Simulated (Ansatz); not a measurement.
Crystal: CuO.

```
Cu O
1.0
    -2.34185    1.71130    0.00000
     0.85003    0.00000   -5.05787
    -2.34185   -5.13390    0.00000
Cu O
4 4
Direct
  0.24800 0.00060 0.24330
  0.74800 0.00060 0.74330
  0.99800 0.50060 0.49330
  0.49800 0.50060 0.99330
  0.70720 0.75060 0.28410
  0.20720 0.75060 0.78410
  0.78880 0.25060 0.20250
  0.30482 0.24579 0.75612
```

- Program: Ansatz 0.2.0
- Task: relaxation of cell and atoms
- Functional: PBEsol
- Potentials or basis: Ansatz PAW
- Cutoff: 420 eV (not typed: the program's choice for these potentials)
- k mesh: 9 × 5 × 5
- Occupations: fermi-dirac, width 0.05 eV
- Spin: no spin polarisation

At the start: volume 10.13 Å³/atom.

Task: Where does the relaxation end?

Result: It ends after 22 steps and the volume is 10.67 Å³/atom (+5.3 %); space group P4_2/mmc (No. 131, to 0.05 Å).

The path:
| step | energy change (eV) | largest force (eV/Å) | volume (Å³) |
| --- | --- | --- | --- |
| 1 | 0.0000 | 2.4692 | 81.08 |
| 2 | -0.1931 | 1.7116 | 81.70 |
| 3 | -0.4129 | 0.6710 | 82.50 |
| 4 | -0.4534 | 0.0207 | 84.27 |
| 5 | -0.4605 | 0.0522 | 83.17 |
| 6 | -0.4600 | 0.0164 | 83.58 |
| 7 | -0.4600 | 0.0128 | 83.59 |
| 8 | -0.5197 | 0.0118 | 83.59 |
| 9 | -0.5498 | 0.0043 | 84.51 |
| 10 | -0.5521 | 0.0244 | 84.96 |
| 11 | -0.5527 | 0.0090 | 84.92 |
| 12 | -0.5528 | 0.0066 | 84.91 |
| 13 | -0.5735 | 0.0066 | 84.91 |
| 14 | -0.5800 | 0.0173 | 84.91 |
| 15 | -0.5791 | 0.0060 | 85.33 |
| 16 | -0.5793 | 0.0024 | 85.30 |
| 17 | -0.5837 | 0.0024 | 85.30 |
| 18 | -0.5846 | 0.0030 | 85.32 |
| 19 | -0.5845 | 0.0005 | 85.35 |
| 20 | -0.5851 | 0.0005 | 85.35 |
| 21 | -0.5852 | 0.0006 | 85.35 |
| 22 | -0.5852 | 0.0006 | 85.35 |

Final structure:
```xyz
8
Lattice="-2.0451 2.0435 -0.1597 0.3975 0.0002 -5.0726 -2.0463 -6.1322 -0.1597" Properties=species:S:1:pos:R:3 pbc="T T T"
Cu   -1.0228   -1.0221   -0.0799
Cu   -3.0685   -3.0664   -0.2395
Cu   -2.8696   -1.0224   -2.7759
Cu   -2.8701   -5.1103   -2.7758
O    -1.7475   -0.0006   -3.9628
O    -1.7480   -4.0884   -3.9627
O    -1.9459   -0.0001   -1.4292
O    -1.9464   -4.0879   -1.4292
```

Caveat: the plane-wave basis is chosen anew once the cell has moved, so the energies of steps on either side of that aren't comparable; the pressure holds a Pulay correction of +0.7 GPa for the finite cutoff; the run has no spin polarisation, though such a crystal can be magnetic; the PAW data sets come from PBE, with cores solved anew for the run's functional, which leaves a small shift of forces and pressure.
